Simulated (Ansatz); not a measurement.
WS2 as a strained film

The calculation used DFT PBEsol, scalar-relativistic, plane waves, PAW (Ansatz 0.2.0). Settings: 420 eV cutoff, 12×12×2 k-mesh, Gaussian smearing of 0.02 eV, no spin polarisation.

Reference structure (relaxed):

```
CELL_PARAMETERS angstrom
3.14728 0.00000 0.00000
-1.57364 2.72562 0.00000
0.00000 0.00000 19.15495
ATOMIC_POSITIONS crystal
W 0.66667 0.33333 0.33266
W 0.33333 0.66667 0.66599
W 0.00000 0.00000 0.99933
S 0.33333 0.66667 0.25085
S 0.66667 0.33333 0.08112
S 0.00000 0.00000 0.58419
S 0.33333 0.66667 0.41445
S 0.66667 0.33333 0.91752
S 0.00000 0.00000 0.74778
```

The a-b plane is strained alike in both directions, as on a substrate, while c and the atoms relax within the symmetry that the strain leaves. Stress is positive in compression; energies are free energies at the smearing used, per atom.

Spin–orbit coupling is left out, which can shift energies with elements as heavy as these.

```tsv
strain (%)	c (Å)	σ in plane (GPa)	ΔE (meV/atom)
-4.5	19.7370	15.28	73.43
-3.0	19.5269	9.65	31.60
-1.5	19.3297	4.57	7.66
+0.0	19.1549	0.00	0.00
+1.5	18.9319	-4.13	7.17
+3.0	18.7372	-7.87	27.91
+4.5	18.5478	-11.27	61.06
```

Task: Get the biaxial modulus twice, from the stresses and from the energies of the innermost pair.

Result: From stress: M = −Δσ/Δε = (4.57 − (-4.13)) / 0.030 = 290 GPa. Two in-plane directions each store σε/2, so the energy density is Mε²: M = (mean ΔE)/(V ε²) = 7.42 meV / (18.257 Å³ × 0.015²) × 0.16022 GPa Å³/meV = 289 GPa. The two agree.

Task: How well does Mε², with M from the stresses, predict the outermost points?

Result: 66.9 meV predicted against 73.4 computed at -4.5 %; 66.9 meV predicted against 61.1 computed at +4.5 %. Compression costs more than stretching, the usual sign of bonds that stiffen as they shorten.

Task: How does c respond, and up to what thickness can a film with 1 % or 2 % misfit stay coherent on a thick substrate?

Result: c answers with ε_c = −0.69 ε. In an isotropic solid that ratio is 2ν/(1 − ν), so ν = r/(2 + r) = 0.26. A film of thickness h stores Mε²h per area, 29.0 mJ/m² per nm at 1 %. The Matthews–Blakeslee balance for pure edge misfit dislocations, h = b/(8πf(1 + ν)) × (ln(h/b) + 1), with b taken as the in-plane vector a = 3.15 Å, solved by iteration, gives 3.4 nm at f = 1 % and 1.1 nm at 2 %. This is an isotropic estimate in which the moduli cancel; the real Burgers vector, glide system, anisotropy and slow kinetics can shift it by a factor of a few, mostly upward.

This form isn't the usual stable structure of the compound.